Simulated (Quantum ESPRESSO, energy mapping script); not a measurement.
# Spin model of MnS (Rambergite) from collinear orders (strain in the xy plane +2 %), part 2 of 2

Aim: the exchange couplings of MnS (Rambergite) from the energies of a few collinear orders, and the ordering temperature that they give.

PBE with U = 4 eV on Mn d, ortho-atomic projectors; plane waves, U on orthogonalised atomic orbitals unless named otherwise, collinear spin, no spin–orbit coupling.

So far. Step 3 (Run 2 (compensated +−; cell A, 4 atoms)): The run ends antiferromagnetic, 49.42 meV a magnetic atom below the parallel order of its cell. Step 4 (Run 3 (parallel; cell B, 8 atoms)): The run ends ferromagnetic. For each magnetic atom its energy differs from the parallel run of the first cell by 0.34 meV, an error that one common reference would have brought in.

The database entry behind the starting cell differs from later determinations by our own check (about 0.3 % short against later determinations), so it need not match the best structure at ambient conditions.

**5. Order 4: compensated +−−+, cell B of 8 atoms**

Level of this step: PBE with U = 4 eV on Mn d, ortho-atomic projectors, GBRV potentials (Quantum ESPRESSO).

This order reverses 4 of the 6 neighbours at 3.98 Å, 4 of the 6 neighbours at 4.06 Å and 0 of the 6 neighbours at 5.68 Å, counted for an average magnetic atom.

Contents of pw.in:

```
&control
  calculation = 'scf'
  prefix = 'pw'
  outdir = './tmp/'
  pseudo_dir = './pseudo/'
  verbosity = 'low'
/
&system
  ibrav = 0
  nat = 8
  ntyp = 3
  ecutwfc = 45
  ecutrho = 360
  nbnd = 61
  occupations = 'smearing'
  smearing = 'fd'
  degauss = 0.00367493
  nspin = 2
  starting_magnetization(1) = 0.3000
  starting_magnetization(2) = -0.3000
/
&electrons
  conv_thr = 2.0e-08
  electron_maxstep = 120
  mixing_beta = 0.3
  mixing_mode = 'plain'
/
ATOMIC_SPECIES
  Mn1 54.9380 Mn.upf
  Mn2 54.9380 Mn.upf
  S 32.0600 S.upf
CELL_PARAMETERS angstrom
  -4.05552000 0.00000000 0.00000000
  0.00000000 0.00000000 -6.43200000
  0.00000000 -7.02436669 0.00000000
ATOMIC_POSITIONS crystal
  Mn1 0.50000000 0.00000000 0.16666667
  Mn2 0.00000000 0.00000000 0.66666667
  Mn2 0.00000000 0.50000000 0.33333333
  Mn1 0.50000000 0.50000000 0.83333333
  S 0.50000000 0.61500000 0.16666667
  S 0.00000000 0.61500000 0.66666667
  S 0.00000000 0.11500000 0.33333333
  S 0.50000000 0.11500000 0.83333333
K_POINTS automatic
  5 4 3 0 0 0
HUBBARD {ortho-atomic}
U Mn1-3d 4
U Mn2-3d 4
```

The run is started by

```sh
OMP_NUM_THREADS=1 mpirun -n 8 pw.x -nk 8 -in pw.in > pw.out
```

The program printed:

```text
[banner, memory and clock lines left out]
Program PWSCF v.7.5 starts
[...]
unit-cell volume          =    1236.5064 (a.u.)^3
     number of atoms/cell      =            8
[...]
number of electrons       =        84.00
     number of Kohn-Sham states=           61
     kinetic-energy cutoff     =      45.0000  Ry
     charge density cutoff     =     360.0000  Ry
[...]
The total energy is F=E-TS. E is the sum of the following terms:
     one-electron contribution =    -643.99146264 Ry
     hartree contribution      =     342.28993492 Ry
     xc contribution           =    -140.71819855 Ry
     ewald contribution        =    -499.10939676 Ry
     Hubbard energy            =       0.18005805 Ry
     total magnetization       =    -0.00 Bohr mag/cell
     absolute magnetization    =    19.46 Bohr mag/cell
     convergence has been achieved in  13 iterations
[key lines of the parts left out:]
!    total energy              =    -941.34906497 Ry
the Fermi energy is     7.3071 ev
```

It took 74 s on 8 MPI ranks of Arm Neoverse V1, shared host; peak memory 1.9 GiB.

The run ends antiferromagnetic, 72.30 meV a magnetic atom below the parallel order of its cell.

**6. Order 5: compensated +−+−, cell B of 8 atoms**

This order reverses 2 of the 6 neighbours at 3.98 Å, 4 of the 6 neighbours at 4.06 Å and 6 of the 6 neighbours at 5.68 Å, counted for an average magnetic atom.

pw.in, as its differences from that of step 5:

```diff
@@ -38,4 +38,4 @@
   Mn2 0.00000000 0.00000000 0.66666667
-  Mn2 0.00000000 0.50000000 0.33333333
-  Mn1 0.50000000 0.50000000 0.83333333
+  Mn1 0.00000000 0.50000000 0.33333333
+  Mn2 0.50000000 0.50000000 0.83333333
   S 0.50000000 0.61500000 0.16666667
```

The program printed:

```text
[banner, memory and clock lines left out]
Program PWSCF v.7.5 starts
[...]
unit-cell volume          =    1236.5064 (a.u.)^3
     number of atoms/cell      =            8
[...]
number of electrons       =        84.00
     number of Kohn-Sham states=           61
     kinetic-energy cutoff     =      45.0000  Ry
     charge density cutoff     =     360.0000  Ry
[...]
The total energy is F=E-TS. E is the sum of the following terms:
     one-electron contribution =    -643.94901065 Ry
     hartree contribution      =     342.26722962 Ry
     xc contribution           =    -140.72811604 Ry
     ewald contribution        =    -499.10939676 Ry
     Hubbard energy            =       0.17503820 Ry
     total magnetization       =     0.00 Bohr mag/cell
     absolute magnetization    =    19.54 Bohr mag/cell
     convergence has been achieved in  13 iterations
[key lines of the parts left out:]
!    total energy              =    -941.34425564 Ry
the Fermi energy is     7.0035 ev
```

Wall time 76 s (8 MPI ranks); peak memory 1.9 GiB; 10 min of CPU time.

The run ends antiferromagnetic, 55.94 meV a magnetic atom below the parallel order of its cell.

**7. Parallel start in cell C (8 atoms)**

The parallel order again, as the reference for this cell.

This run holds the same structure in another cell (b 6.432 → 7.024 Å, c 7.024 → 7.604 Å, α 90.0 → 117.5°, β 90.0 → 105.5°).

Contents of pw.in:

```
&control
  calculation = 'scf'
  prefix = 'pw'
  outdir = './tmp/'
  pseudo_dir = './pseudo/'
  verbosity = 'low'
/
&system
  ibrav = 0
  nat = 8
  ntyp = 2
  ecutwfc = 45
  ecutrho = 360
  nbnd = 71
  occupations = 'smearing'
  smearing = 'fd'
  degauss = 0.00367493
  nspin = 2
  starting_magnetization(1) = 0.3000
/
&electrons
  conv_thr = 2.0e-08
  electron_maxstep = 120
  mixing_beta = 0.3
  mixing_mode = 'plain'
/
ATOMIC_SPECIES
  Mn 54.9380 Mn.upf
  S 32.0600 S.upf
CELL_PARAMETERS angstrom
  -4.05552000 0.00000000 0.00000000
  0.00000000 7.02436669 0.00000000
  2.02776000 -3.51218335 -6.43200000
ATOMIC_POSITIONS crystal
  Mn 0.00000000 0.33333333 0.00000000
  Mn 0.50000000 0.83333333 0.00000000
  Mn 0.25000000 0.91666667 0.50000000
  Mn 0.75000000 0.41666667 0.50000000
  S 0.80750000 0.14083333 0.61500000
  S 0.30750000 0.64083333 0.61500000
  S 0.05750000 0.72416667 0.11500000
  S 0.55750000 0.22416667 0.11500000
K_POINTS automatic
  6 6 6 0 0 0
HUBBARD {ortho-atomic}
U Mn-3d 4
```

The program printed:

```text
[banner, memory and clock lines left out]
Program PWSCF v.7.5 starts
[...]
unit-cell volume          =    1236.5064 (a.u.)^3
     number of atoms/cell      =            8
[...]
number of electrons       =        84.00
     number of Kohn-Sham states=           71
     kinetic-energy cutoff     =      45.0000  Ry
     charge density cutoff     =     360.0000  Ry
[...]
The total energy is F=E-TS. E is the sum of the following terms:
     one-electron contribution =    -643.79878339 Ry
     hartree contribution      =     342.18695603 Ry
     xc contribution           =    -140.76400599 Ry
     ewald contribution        =    -499.10939676 Ry
     Hubbard energy            =       0.15720996 Ry
     total magnetization       =    20.00 Bohr mag/cell
     absolute magnetization    =    20.00 Bohr mag/cell
     convergence has been achieved in  11 iterations
[key lines of the parts left out:]
!    total energy              =    -941.32802016 Ry
the Fermi energy is     7.2625 ev
```

Elapsed: 4 min, on 8 MPI ranks; peak memory 2.8 GiB; 32 min of CPU time.

The run ends ferromagnetic. For each magnetic atom its energy differs from the parallel run of the first cell by -0.38 meV, an error that one common reference would have brought in.

**8. Run 7 (compensated +−+−; cell C, 8 atoms)**

This order reverses 3 of the 6 neighbours at 3.98 Å, 4 of the 6 neighbours at 4.06 Å and 3 of the 6 neighbours at 5.68 Å, counted for an average magnetic atom.

pw.in, as its differences from that of step 7:

```diff
@@ -10,6 +10,6 @@
   nat = 8
-  ntyp = 2
+  ntyp = 3
   ecutwfc = 45
   ecutrho = 360
-  nbnd = 71
+  nbnd = 61
   occupations = 'smearing'
@@ -19,2 +19,3 @@
   starting_magnetization(1) = 0.3000
+  starting_magnetization(2) = -0.3000
 /
@@ -27,3 +28,4 @@
 ATOMIC_SPECIES
-  Mn 54.9380 Mn.upf
+  Mn1 54.9380 Mn.upf
+  Mn2 54.9380 Mn.upf
   S 32.0600 S.upf
@@ -34,6 +36,6 @@
 ATOMIC_POSITIONS crystal
-  Mn 0.00000000 0.33333333 0.00000000
-  Mn 0.50000000 0.83333333 0.00000000
-  Mn 0.25000000 0.91666667 0.50000000
-  Mn 0.75000000 0.41666667 0.50000000
+  Mn1 0.00000000 0.33333333 0.00000000
+  Mn2 0.50000000 0.83333333 0.00000000
+  Mn1 0.25000000 0.91666667 0.50000000
+  Mn2 0.75000000 0.41666667 0.50000000
   S 0.80750000 0.14083333 0.61500000
@@ -45,2 +47,3 @@
 HUBBARD {ortho-atomic}
-U Mn-3d 4
+U Mn1-3d 4
+U Mn2-3d 4
```

The program printed:

```text
[banner, memory and clock lines left out]
Program PWSCF v.7.5 starts
[...]
unit-cell volume          =    1236.5064 (a.u.)^3
     number of atoms/cell      =            8
[...]
number of electrons       =        84.00
     number of Kohn-Sham states=           61
     kinetic-energy cutoff     =      45.0000  Ry
     charge density cutoff     =     360.0000  Ry
[...]
The total energy is F=E-TS. E is the sum of the following terms:
     one-electron contribution =    -643.96834039 Ry
     hartree contribution      =     342.27511665 Ry
     xc contribution           =    -140.72216173 Ry
     ewald contribution        =    -499.10939676 Ry
     Hubbard energy            =       0.17772305 Ry
     total magnetization       =    -0.00 Bohr mag/cell
     absolute magnetization    =    19.49 Bohr mag/cell
     convergence has been achieved in  13 iterations
[key lines of the parts left out:]
!    total energy              =    -941.34705918 Ry
the Fermi energy is     7.3859 ev
```

Wall time 3.7 min (8 MPI ranks); peak memory 2.6 GiB; 30 min of CPU time.

The run ends antiferromagnetic, 64.76 meV a magnetic atom below the parallel order of its cell.

**9. Uncompensated +++− start in cell C (8 atoms)**

This order reverses 3 of the 6 neighbours at 3.98 Å, 2 of the 6 neighbours at 4.06 Å and 3 of the 6 neighbours at 5.68 Å, counted for an average magnetic atom.

pw.in, as its differences from that of step 8:

```diff
@@ -13,3 +13,3 @@
   ecutrho = 360
-  nbnd = 61
+  nbnd = 66
   occupations = 'smearing'
@@ -37,3 +37,3 @@
   Mn1 0.00000000 0.33333333 0.00000000
-  Mn2 0.50000000 0.83333333 0.00000000
+  Mn1 0.50000000 0.83333333 0.00000000
   Mn1 0.25000000 0.91666667 0.50000000
```

The program printed:

```text
[banner, memory and clock lines left out]
Program PWSCF v.7.5 starts
[...]
unit-cell volume          =    1236.5064 (a.u.)^3
     number of atoms/cell      =            8
[...]
number of electrons       =        84.00
     number of Kohn-Sham states=           66
     kinetic-energy cutoff     =      45.0000  Ry
     charge density cutoff     =     360.0000  Ry
[...]
The total energy is F=E-TS. E is the sum of the following terms:
     one-electron contribution =    -643.92072474 Ry
     hartree contribution      =     342.25281694 Ry
     xc contribution           =    -140.73543885 Ry
     ewald contribution        =    -499.10939676 Ry
     Hubbard energy            =       0.17151061 Ry
     total magnetization       =    10.00 Bohr mag/cell
     absolute magnetization    =    19.63 Bohr mag/cell
     convergence has been achieved in  12 iterations
[key lines of the parts left out:]
!    total energy              =    -941.34123280 Ry
the Fermi energy is     7.1569 ev
```

Elapsed: 3.7 min, on 8 MPI ranks; peak memory 2.7 GiB; 30 min of CPU time.

The run ends ferrimagnetic, 44.94 meV a magnetic atom below the parallel order of its cell.

**10. Mapping onto a Heisenberg model**

Each energy difference is a sum of couplings weighted by the pairs that the order reverses. A few near shells are fitted to the differences by least squares. Energies are those extrapolated to zero occupation width, not the free energies F.

The orders side by side; each is measured from the parallel order in the same cell and on the same mesh:

| order | atoms | energy (meV a magnetic atom) | moments (μB) | moments kept as typed | opposed neighbours at 3.98, 4.06, 5.68 Å |
| --- | --- | --- | --- | --- | --- |
| parallel in cell A | 4 | 0.00 | 4.40 | yes | 0, 0, 0 |
| compensated +− in cell A | 4 | -49.42 | 4.36 | yes | 6, 0, 6 |
| parallel in cell B | 8 | 0.00 | 4.40 | yes | 0, 0, 0 |
| compensated +−−+ in cell B | 8 | -72.30 | 4.34 | yes | 4, 4, 0 |
| compensated +−+− in cell B | 8 | -55.94 | 4.36 | yes | 2, 4, 6 |
| parallel in cell C | 8 | 0.00 | 4.40 | yes | 0, 0, 0 |
| compensated +−+− in cell C | 8 | -64.76 | 4.35 | yes | 3, 4, 3 |
| uncompensated +++− in cell C | 8 | -44.94 | 4.33 to 4.38 | yes | 3, 2, 3 |

The Heisenberg fit (each pair counts twice, positive J is ferromagnetic):

```
 pair  distance (Å)  neighbours   J (meV)
Mn–Mn          3.98           6     -4.11
Mn–Mn          4.06           6     -4.92
Mn–Mn          5.68           6  -0.00800
Mn–Mn          6.43           2    -0.180
```

Limits of this fit: near shells that these orders cannot separate enter the values.

**11. Summary of results**

```yaml
lowest_order_tried: compensated +−−+ in cell B
largest_fitted_value_a_combination_of_shells_mn_mn_at_4p06_a: -4.92 meV
```

**Reading.** Of the orders tried, MnS (Rambergite) (strain in the xy plane +2 %) prefers the order “compensated +−−+ in cell B” under PBE+U (4 eV), QE, GBRV, with 4 of 6 neighbours at 3.98 Å, 4 of 6 neighbours at 4.06 Å and 0 of 6 neighbours at 5.68 Å opposed. The largest fitted coupling is the Mn–Mn pair at 4.06 Å, antiferromagnetic at -4.9 meV, across a ligand at about 111°. The orders also reverse pairs at 7.02 and 7.60 Å, which are not fitted, so the fitted values hold their part too. No fitted order reverses the pairs at 8.11 Å, so their coupling is unknown and is set to zero in the model. The 5 differences hold only 4 independent equations for a pair model, so the fit of 4 couplings has none to spare and its small miss tests the pair form alone. In the fitted orders moments change by up to 1.7 % against the parallel run of the same cell, so their size stays put. With a near shell that the orders cannot separate, no temperature is given.

[Logs and program files are shortened in this print: banners, set-up blocks, solver, clock and traceback lines can be left out without a mark of their own.]

[Logs are printed without paths, hosts, clocks, repeated set-up lines and the standing remarks that a program may print on its own settings, such as how far it seeks lower states.]

[Hosts, paths, dates, database ids (printed as entryN), source tags and the programs' standing remarks are cut or masked in the printed files.]

[Where a cell is said to come from a database of computed structures, the database is the Materials Project.]
